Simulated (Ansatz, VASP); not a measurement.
Two plane-wave programs on Ir

```
Ir
1.0
     2.75138    0.00000    0.00000
    -1.37569    2.38276    0.00000
     0.00000    0.00000    4.46229
Ir
2
Direct
  0.66667 0.33333 0.75000
  0.33333 0.66667 0.25000
```

This isn't the form of Ir at room conditions, which is fcc.

Alike in both runs: task single point; functional PBEsol; k mesh 18 × 18 × 12; occupations gaussian, width 0.15 eV; no spin polarisation.

|  | VASP | Ansatz |
| --- | --- | --- |
| version | VASP 6.6.1 | Ansatz 0.2.0 |
| potentials or method | VASP PAW PBE potentials, release 64 (Ir) | scalar-relativistic, plane waves, PAW |
| plane-wave cutoff (eV) | 520 | 420 |
| valence electrons in the cell | 18 | 34 |

|  | VASP | Ansatz | Ansatz less VASP |
| --- | --- | --- | --- |
| gap on the k mesh at the Fermi level (eV) | none | none | - |
| pressure (GPa) | -11.7 | -12.5 | -0.76 |
| largest component of the traceless stress (GPa) | 0.14 | 0.16 | +0.028 |

A gap of «none» marks a metal or a gap that the smearing closes. The two sets of potentials don't hold the same shells in valence.

Caveats: the PAW data sets were made with another functional, which shifts forces and pressure a little (VASP). The runs have no spin-orbit coupling, so splittings on Ir are missing.
